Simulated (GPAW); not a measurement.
# MoP (P-6m2) in GPAW: notebook

One crystal, MoP, is run at these levels: PBE; tasks: single point.

Everything below comes from runs of GPAW 26.7.0. Logs are shortened: lines on timing, memory, paths and dates and some standing lists are left out, and cuts for length are marked. The log counts tension as positive stress, the text compression.

**1. Starting point**

Symmetry: P-6m2, No. 187, hexagonal system. The conventional cell has a = 3.223 Å, b = 3.223 Å, c = 3.191 Å, α = 90.00°, β = 90.00°, γ = 120.00°. Mo (site symmetry -6m2) has 6 P at 2.45 Å as nearest neighbours. P (site symmetry -6m2) is surrounded by 6 Mo at 2.45 Å.

**2. Single point, PBE**

Contents of run.py:

```python
from ase.dft.bandgap import bandgap
from ase.io import read, write
from ase.units import GPa
from gpaw import GPAW, PW

atoms = read('MoP.xyz')

calc = GPAW(mode=PW(600),
            xc='PBE',
            kpts={'size': (10, 10, 8), 'gamma': True},
            occupations={'name': 'methfessel-paxton', 'order': 0, 'width': 0.023},
            nbands=20,
            convergence={'density': 1e-05, 'energy': 1e-05},
            maxiter=150,
            txt='gpaw.txt')
atoms.calc = calc
energy = atoms.get_potential_energy()
forces = atoms.get_forces()
stress = atoms.get_stress()
calc.write('gs.gpw')
write('result.traj', atoms)
print(f'Energy: {energy:.6f} eV')
print('Forces (eV/A):')
print(forces.round(4))
print('Stress (GPa):', (stress / GPa).round(3))
print('Fermi level:', round(calc.get_fermi_level(), 4), 'eV')
print(f'Gap: {bandgap(calc)[0]:.4f} eV, direct: {bandgap(calc, direct=True)[0]:.4f} eV')
```

Contents of MoP.xyz:

```xyz
2
Lattice="3.2230000000 0.0000000000 0.0000000000 -1.6115000000 2.7911998764 0.0000000000 0.0000000000 0.0000000000 3.1910000000" Properties=species:S:1:pos:R:3 pbc="T T T"
Mo     0.0000000000      0.0000000000      0.0000000000
P     -0.0000000002      1.8607999177      1.5955000000
```

Potentials or basis: GPAW PAW data sets (gpaw-data 1.2.1), pw.

The run is started by

```console
> OMP_NUM_THREADS=1 python run.py
```

gpaw.txt:

```text
__  _  _
 | _ |_)|_||  |
 |__||  | ||/\| - 26.7.0

Input parameters:
  mode=PW(ecut=600.0),
  convergence={'density': 1e-05, 'energy': 1e-05},
  kpts=MonkhorstPack(size=(10, 10, 8), gamma=True),
  maxiter=150,
  nbands=20,
  occupations=Occupations(name='methfessel-paxton', order=0, width=0.023),
  xc=XC(name='PBE')

Diagonalizing LCAO Hamiltonian
Converting LCAO to pw mode

         P

       Mo

Atoms  # Å, Bohr magnetons
|   | symbol |         x |        y |        z |    initial magnetic moments |
|---|--------|-----------|----------|----------|-----------------------------|
| 0 |     Mo |  0.000000 | 0.000000 | 0.000000 | ( 0.0000,  0.0000,  0.0000) |
| 1 |      P | -0.000000 | 1.860800 | 1.595500 | ( 0.0000,  0.0000,  0.0000) |

Unit cell  # Å
| periodic |         x |        y |        z |  lengths |     angles |
|----------|-----------|----------|----------|----------|------------|
|      yes |  3.223000 | 0.000000 | 0.000000 | 3.223000 |  90.000000 |
|      yes | -1.611500 | 2.791200 | 0.000000 | 3.223000 |  90.000000 |
|      yes |  0.000000 | 0.000000 | 3.191000 | 3.191000 | 120.000000 |

Number of symmetries: 12
Symmetry operations  # r_c * U_cc + t_c -> r_c
|    | kind |            matrix            |
|----|------|------------------------------|
|  0 |  σ   |  1, 1, 0,  0,-1, 0,  0, 0, 1 |
|  1 |  C2  |  1, 1, 0,  0,-1, 0,  0, 0,-1 |
|  2 |  E   |  1, 0, 0,  0, 1, 0,  0, 0, 1 |
|  3 |  σ   |  1, 0, 0,  0, 1, 0,  0, 0,-1 |
|  4 |  C3  |  0, 1, 0, -1,-1, 0,  0, 0, 1 |
|  5 |  S3  |  0, 1, 0, -1,-1, 0,  0, 0,-1 |
|  6 |  σ   |  0,-1, 0, -1, 0, 0,  0, 0, 1 |
|  7 |  C2  |  0,-1, 0, -1, 0, 0,  0, 0,-1 |
|  8 |  σ   | -1, 0, 0,  1, 1, 0,  0, 0, 1 |
|  9 |  C2  | -1, 0, 0,  1, 1, 0,  0, 0,-1 |
| 10 |  C3  | -1,-1, 0,  1, 0, 0,  0, 0, 1 |
| 11 |  S3  | -1,-1, 0,  1, 0, 0,  0, 0,-1 |

BZ-sampling:
  Number of BZ points: 800
  Number of IBZ points: 70

  Monkhorst-Pack size: [10, 10, 8]
  Monkhorst-Pack shift: [0.05, 0.05, 0.0625]

K-points  # in reciprocal-cell coordinates
|     |                                coordinates |     weight |
|-----|--------------------------------------------|------------|
|   0 | (  0.00000000,   0.00000000,   0.00000000) | 0.00125000 |
|   1 | (  0.00000000,   0.00000000,   0.12500000) | 0.00250000 |
|   2 | (  0.00000000,   0.00000000,   0.25000000) | 0.00250000 |
|   3 | (  0.00000000,   0.00000000,   0.37500000) | 0.00250000 |
|   4 | (  0.00000000,   0.00000000,   0.50000000) | 0.00125000 |
|   5 | (  0.10000000,   0.00000000,   0.00000000) | 0.00750000 |
|   6 | (  0.10000000,   0.00000000,   0.12500000) | 0.01500000 |
|   7 | (  0.10000000,   0.00000000,   0.25000000) | 0.01500000 |
|   8 | (  0.10000000,   0.00000000,   0.37500000) | 0.01500000 |
|   9 | (  0.10000000,   0.00000000,   0.50000000) | 0.00750000 |
| ... |                                            |            |
|  69 | (  0.50000000,   0.50000000,   0.50000000) | 0.00375000 |

Plane wave coefficients: 974
Cutoff: 600.0 eV

Spin-components: 1 (collinear spins)
Bands:           20
Projectors:      11
Spin-degeneracy: 2
Datatype:        complex128

Parallelization:
  kpt:    1
  domain: 1
  band:   1

Density:
  Valence electrons: 19.0
  Components: 1
  Grid points: [20 20 20]
  Charge: 0.0  # |e|

Potential:
  Grid points: [20 20 20]

species:
  Mo:
    name:    Molybdenum
    Z:       42.0
    valence: 14
    core:    28
    charge:  0.0  # [|e|]
    compensation charges:
      type: gauss
      rc: 0.38  # [Å]
      lmax: 2
    cutoffs:
      filter: 2.16  # [Å]
      core: 1.42  # [Å]
    projectors
    | kind |    occ | energy [eV] | rcut [Å] |
    |------|--------|-------------|----------|
    |   4s |  2.000 |     -64.307 |    1.238 |
    |   5s |  1.000 |      -4.084 |    1.238 |
    |   4p |  6.000 |     -38.491 |    1.296 |
    |   5p |  0.000 |      -1.044 |    1.296 |
    |   4d |  5.000 |      -3.754 |    1.296 |
    |    d |        |      23.458 |    1.296 |

    Using partial waves for Mo as LCAO basis

  P:
    name:    Phosphorus
    Z:       15.0
    valence: 5
    core:    10
    charge:  0.0  # [|e|]
    compensation charges:
      type: gauss
      rc: 0.30  # [Å]
      lmax: 2
    cutoffs:
      filter: 1.69  # [Å]
      core: 1.81  # [Å]
    projectors
    | kind |    occ | energy [eV] | rcut [Å] |
    |------|--------|-------------|----------|
    |   3s |  2.000 |     -13.968 |    0.953 |
    |   3p |  3.000 |      -5.506 |    0.953 |
    |    s |        |      13.244 |    0.953 |
    |    p |        |      21.705 |    0.953 |
    |    d |        |       0.000 |    0.953 |

    Using partial waves for P as LCAO basis

Reference energy: -119436.986290  # eV

eigensolver:
  PPCG
  Converge bands: occupied
  niter=2

density mixing:
  MSR1-Mixer
  Pratt-step length: 0.05
  Maximum mixing coefficient: 0.75
  Old densities: 10
  SVD Regularization: 0.005
  Good broyden scale: 1.0
  Trust region scale: 1.0
  Backstep threshold: 4.0
  History deletion threshold: 6.0
  Fourier metric: weight=20.0, sigma=0.015

occupation numbers:
  Methfessel-Paxton:
    width: 0.0230  # eV
    order: 0

poisson solver:
  ecut: 4800.0  # eV

xc functional:
  name: PBE with 2 nearest neighbor stencil

convergence criteria:
[... 6 lines left out ...]
|iter     | |      energy | eigst |  dens |
|---------|-|-------------|-------|-------|
|iter:   1| |  -19.127773 | +0.53 |       |
|iter:   2| |  -18.789214 | -1.89 | -0.98 |
|iter:   3| |  -17.974934 | -1.26 | -1.05 |
|iter:   4| |  -17.967226 | -2.89 | -1.64 |
|iter:   5| |  -17.969012 | -3.12 | -1.91 |
|iter:   6| |  -17.969085 | -4.57 | -2.58 |
|iter:   7| |  -17.969082c| -5.78 | -3.37 |
|iter:   8| |  -17.969082c| -7.44c| -4.08 |
|iter:   9| |  -17.969082c| -7.51c| -4.81 |
|iter:  10| |  -17.969082c| -8.53c| -5.53c|

Converged in 10 steps
Energy contributions relative to reference atoms: (reference = -119436.986290)

Energy contributions:
  Kinetic:          -3.753830
  Coulomb:           0.316097
  Zero:             -0.322307
  External:          0.000000
  Xc:              -14.208980
  Entropy:          -0.000125
  Spinorbit:         0.000000
  ----------------------------
  Free energy:     -17.969144
  Extrapolated:    -17.969082

dipole moment: (-7.861984, -9.327331, -11.889468)  # |e|*Ang

Fermi level: 12.453
Eigenvalues  # (at kpt = [0.000, 0.000, 0.000])
| band index |      eig [eV] | occ [0-2] |
|------------|---------------|-----------|
|          0 |       -48.800 |     2.000 |
|          1 |       -22.996 |     2.000 |
|          2 |       -22.772 |     2.000 |
|          3 |       -22.772 |     2.000 |
|          4 |        -1.465 |     2.000 |
|          5 |         8.305 |     2.000 |
[... 9 lines left out ...]
|         15 |        21.378 |     0.000 |
|         16 |        21.437 |     0.000 |
|        ... |               |           |
|         19 |        30.774 |     0.000 |

No gap
No difference between direct/indirect transitions

Forces  # eV/Ang
|       x |       y |       z |
|---------|---------|---------|
| 0.00000 | 0.00000 | 0.00000 |  # Mo   0
| 0.00000 | 0.00000 | 0.00000 |  # P    1

Stress tensor  # eV/Ang^3
|         x |         y |         z |
|-----------|-----------|-----------|
| -0.019824 | -0.000000 |  0.000000 |
| -0.000000 | -0.019824 |  0.000000 |
|  0.000000 |  0.000000 | -0.015323 |

# Writing to gs.gpw (mode='')
```

Run time: 21 s. Hardware: 1 thread of Arm Neoverse V1, shared host; peak memory 0.16 GiB.

Results:

- Free energy: -17.9691 eV
- Pressure: 2.9 GPa
- Band gap on the k mesh: none (metal or under the smearing width)

Levels at points of the mesh, in eV from the Fermi level:
```csv
k point,band 6,band 7,band 8,band 9,band 10,band 11,band 12,band 13,band 14,band 15
"(0.00, 0.00, 0.00)",-4.15,-3.28,-3.28,-0.72,0.27,0.27,4.12,4.12,5.59,8.92
"(0.00, 0.00, 0.50)",-7.81,-2.70,-2.70,-1.66,-1.66,1.29,2.93,2.93,7.91,8.73
"(0.50, 0.50, 0.00)",-7.24,-3.91,-3.70,-1.28,-0.43,1.69,2.33,4.63,6.14,8.36
"(0.50, 0.50, 0.50)",-6.11,-5.30,-4.40,-1.04,1.41,1.79,3.53,5.07,6.17,6.63
```

**3. Single point, PBE**

Changes to run.py since step 2:

```diff
@@ -2,4 +2,5 @@
 from ase.io import read, write
-from ase.units import GPa
+from ase.units import Bohr, GPa
 from gpaw import GPAW, PW
+from gpaw.elf import elf_from_dft_calculation
 
@@ -10,3 +11,3 @@
             kpts={'size': (10, 10, 8), 'gamma': True},
-            occupations={'name': 'methfessel-paxton', 'order': 0, 'width': 0.023},
+            occupations={'name': 'methfessel-paxton', 'order': 0, 'width': 0.024},
             nbands=20,
@@ -27 +28,6 @@
 print(f'Gap: {bandgap(calc)[0]:.4f} eV, direct: {bandgap(calc, direct=True)[0]:.4f} eV')
+
+# fields on the real-space grid
+write('density.cube', atoms, data=calc.get_pseudo_density() * Bohr**3)
+write('potential.cube', atoms, data=calc.get_electrostatic_potential())
+write('elf.cube', atoms, data=elf_from_dft_calculation(calc).data)
```

MoP.xyz is that of step 2.

Potentials or basis: GPAW PAW data sets (gpaw-data 1.2.1), pw.

The run is started by

```console
> OMP_NUM_THREADS=1 python run.py
```

Wall time 22 s (1 thread of Arm Neoverse V1, shared host); peak memory 0.16 GiB.

The run converged. Its results:

- Free energy: -17.9691 eV
- Pressure: 2.9 GPa
- Band gap on the k mesh: none (metal or under the smearing width)

Stress tensor (GPa, compression positive):
```
3.18 0.00 0.00
0.00 3.18 0.00
0.00 0.00 2.45
```

Levels at points of the mesh, in eV from the Fermi level:
```tsv
k point	band 7	band 8	band 9	band 10	band 11	band 12	band 13	band 14
(0.00, 0.00, 0.00)	-3.28	-3.28	-0.72	0.27	0.27	4.12	4.12	5.59
(0.00, 0.00, 0.50)	-2.70	-2.70	-1.66	-1.66	1.29	2.93	2.93	7.91
(0.50, 0.50, 0.00)	-3.91	-3.70	-1.28	-0.42	1.69	2.33	4.63	6.14
(0.50, 0.50, 0.50)	-5.30	-4.40	-1.04	1.41	1.79	3.53	5.07	6.17
```

**4. Single point, PBE**

Contents of run.py:

```python
from ase.dft.bandgap import bandgap
from ase.io import read, write
from ase.units import GPa
from gpaw import GPAW, PW

atoms = read('MoP.xyz')

calc = GPAW(mode=PW(600),
            xc='PBE',
            kpts={'size': (10, 10, 8), 'gamma': True},
            occupations={'name': 'methfessel-paxton', 'order': 0, 'width': 0.025},
            nbands=20,
            convergence={'density': 1e-05, 'energy': 1e-05},
            maxiter=150,
            txt='gpaw.txt')
atoms.calc = calc
energy = atoms.get_potential_energy()
forces = atoms.get_forces()
stress = atoms.get_stress()
calc.write('gs.gpw')
write('result.traj', atoms)
print(f'Energy: {energy:.6f} eV')
print('Forces (eV/A):')
print(forces.round(4))
print('Stress (GPa):', (stress / GPa).round(3))
print('Fermi level:', round(calc.get_fermi_level(), 4), 'eV')
print(f'Gap: {bandgap(calc)[0]:.4f} eV, direct: {bandgap(calc, direct=True)[0]:.4f} eV')
```

MoP.xyz is that of step 3.

The run is started by

```console
> OMP_NUM_THREADS=1 python run.py
```

Run time: 21 s. Hardware: 1 thread of Arm Neoverse V1, shared host; peak memory 0.16 GiB.

It converged, with:

- Free energy: -17.9692 eV
- Pressure: 2.9 GPa
- Band gap on the k mesh: none (metal or under the smearing width)

Stress tensor (GPa, compression positive):
```
3.18 0.00 0.00
0.00 3.18 0.00
0.00 0.00 2.45
```

Levels at points of the mesh, in eV from the Fermi level:
```
           k point  band 8  band 9  band 10  band 11  band 12  band 13
(0.00, 0.00, 0.00)   -3.28   -0.72     0.27     0.27     4.12     4.12
(0.00, 0.00, 0.50)   -2.70   -1.66    -1.66     1.29     2.93     2.93
(0.50, 0.50, 0.00)   -3.70   -1.28    -0.42     1.70     2.33     4.63
(0.50, 0.50, 0.50)   -4.40   -1.04     1.41     1.79     3.53     5.07
```

**5. Single point, PBE**

Changes to run.py since step 4:

```diff
@@ -10,3 +10,3 @@
             kpts={'size': (10, 10, 8), 'gamma': True},
-            occupations={'name': 'methfessel-paxton', 'order': 0, 'width': 0.025},
+            occupations={'name': 'methfessel-paxton', 'order': 0, 'width': 0.026000000000000002},
             nbands=20,
```

MoP.xyz is that of step 4.

The run is started by

```console
> OMP_NUM_THREADS=1 python run.py
```

Wall time 21 s (1 thread of Arm Neoverse V1, shared host); peak memory 0.16 GiB.

Results (log left out):

```yaml
Free_energy: -17.9692 eV
Pressure: 2.9 GPa
Band_gap_on_the_k_mesh: none (metal or under the smearing width)
```

Stress tensor (GPa, compression positive):
```
3.18 0.00 0.00
0.00 3.18 0.00
0.00 0.00 2.45
```

Levels at points of the mesh, in eV from the Fermi level:
```csv
k point,band 6,band 7,band 8,band 9,band 10,band 11,band 12,band 13,band 14,band 15
"(0.00, 0.00, 0.00)",-4.15,-3.28,-3.28,-0.72,0.27,0.27,4.12,4.12,5.59,8.93
"(0.00, 0.00, 0.50)",-7.80,-2.70,-2.70,-1.66,-1.66,1.30,2.93,2.93,7.91,8.74
"(0.50, 0.50, 0.00)",-7.24,-3.91,-3.70,-1.28,-0.42,1.70,2.33,4.63,6.14,8.37
"(0.50, 0.50, 0.50)",-6.11,-5.30,-4.40,-1.04,1.41,1.79,3.53,5.07,6.17,6.64
```

**6. Single point, PBE**

Changes to run.py since step 5:

```diff
@@ -1,3 +1,4 @@
+from ase import Atoms
 from ase.dft.bandgap import bandgap
-from ase.io import read, write
+from ase.io import write
 from ase.units import GPa
@@ -5,3 +6,9 @@
 
-atoms = read('MoP.xyz')
+atoms = Atoms(['Mo', 'P'],
+              cell=[[3.223, 0.0, 0.0],
+                    [-1.6115, 2.7911998764, 0.0],
+                    [0.0, 0.0, 3.191]],
+              scaled_positions=[[0.0, 0.0, 0.0],
+                                [0.3333333333, 0.6666666667, 0.5]],
+              pbc=True)
 
@@ -10,3 +17,3 @@
             kpts={'size': (10, 10, 8), 'gamma': True},
-            occupations={'name': 'methfessel-paxton', 'order': 0, 'width': 0.026000000000000002},
+            occupations={'name': 'methfessel-paxton', 'order': 0, 'width': 0.027000000000000003},
             nbands=20,
```

Potentials or basis: GPAW PAW data sets (gpaw-data 1.2.1), pw.

The run is started by

```console
> OMP_NUM_THREADS=1 python run.py
```

Wall time 21 s (1 thread of Arm Neoverse V1, shared host); peak memory 0.16 GiB.

It converged, with:

- Free energy: -17.9692 eV
- Pressure: 2.9 GPa
- Band gap on the k mesh: none (metal or under the smearing width)

Stress tensor (GPa, compression positive):
```
3.18 0.00 0.00
0.00 3.18 0.00
0.00 0.00 2.45
```

Levels at points of the mesh, in eV from the Fermi level:
| k point | band 7 | band 8 | band 9 | band 10 | band 11 | band 12 | band 13 | band 14 |
| --- | --- | --- | --- | --- | --- | --- | --- | --- |
| (0.00, 0.00, 0.00) | -3.28 | -3.28 | -0.72 | 0.27 | 0.27 | 4.12 | 4.12 | 5.59 |
| (0.00, 0.00, 0.50) | -2.70 | -2.70 | -1.66 | -1.66 | 1.30 | 2.93 | 2.93 | 7.91 |
| (0.50, 0.50, 0.00) | -3.91 | -3.70 | -1.28 | -0.42 | 1.70 | 2.33 | 4.64 | 6.14 |
| (0.50, 0.50, 0.50) | -5.30 | -4.40 | -1.04 | 1.41 | 1.79 | 3.54 | 5.07 | 6.17 |

**7. Summary**

```csv
smearing,gap on the mesh (eV),pressure (GPa)
gaussian 0.023 eV,none,2.9
gaussian 0.024 eV,none,2.9
gaussian 0.025 eV,none,2.9
gaussian 0.026 eV,none,2.9
gaussian 0.027 eV,none,2.9
```

Alike in all rows: task single point; level PBE; potentials or basis GPAW PAW data sets (gpaw-data 1.2.1), pw; no spin polarisation; cell as given; k mesh 10 × 10 × 8; cutoff (eV) 600.

Every run on the cell as given and a fine mesh finds a metal.

Absolute energies hang on the potentials; compare differences alone.
